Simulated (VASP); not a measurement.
## CdS: relaxation of cell and atoms with PBEsol

The system is CdS.

```
Cd S
1.0
     0.00000    2.91650    2.91650
     2.91650    0.00000    2.91650
     2.91650    2.91650    0.00000
Cd S
1 1
Direct
  0.00000 0.00000 0.00000
  0.25000 0.25000 0.25000
```

```
Program                : VASP 6.6.1
Task                   : relaxation of cell and atoms
Functional             : PBEsol
Potentials or basis    : VASP PAW PBE potentials, release 64 (Cd, S)
Cutoff                 : 600 eV
k mesh                 : 8 × 8 × 8
Occupations            : gaussian, width 0.03 eV
Spin                   : no spin polarisation
Further INCAR settings : ALGO = Normal; EDIFF = 1e-06; IBRION = 2; EDIFFG = -0.01; NSW = 90; ISIF = 3
```

| Quantity | Value |
| --- | --- |
| Relaxed volume | 24.86 Å³/atom |
| Relaxed cell | a = 4.127 Å, b = 4.127 Å, c = 4.127 Å, α = 60.00°, β = 60.00°, γ = 60.00° |
| Space group after relaxing (to 0.05 Å) | F-43m (No. 216) |
| Energy gained by relaxing | 0.0 meV/atom |
| Ionic steps | 2 |
| Pressure after relaxing | 0.0 GPa |
| Band gap on the k mesh | 1.00 eV, direct |

Final structure:
```xyz
2
Lattice="0.0000 2.9185 2.9185 2.9185 0.0000 2.9185 2.9185 2.9185 0.0000" Properties=species:S:1:pos:R:3 pbc="T T T"
Cd    2.9185    2.9185    0.0000
S     1.4592    1.4592    1.4592
```

Levels at points of the mesh, in eV from the valence-band top:
| k point | band 6 | band 7 | band 8 | band 9 | band 10 | band 11 | band 12 | band 13 |
| --- | --- | --- | --- | --- | --- | --- | --- | --- |
| (0.00, 0.00, 0.00) | -7.24 | 0.00 | 0.00 | 0.00 | 1.00 | 6.45 | 6.45 | 6.45 |
| (0.50, 0.00, 0.00) | -6.86 | -4.47 | -0.76 | -0.76 | 2.89 | 6.91 | 6.91 | 7.32 |
| (0.50, 0.50, 0.00) | -6.79 | -4.01 | -1.91 | -1.91 | 3.40 | 4.25 | 9.07 | 10.66 |

Wall time 12 s on 2 MPI ranks on Intel(R) Xeon(R) 6975P-C (Granite Rapids) (shared host), peak memory 0.21 GiB a rank.

Caveat: the PAW data sets were made with another functional, which shifts forces and pressure a little. As with any semilocal functional, this PBEsol gap is likely too small.
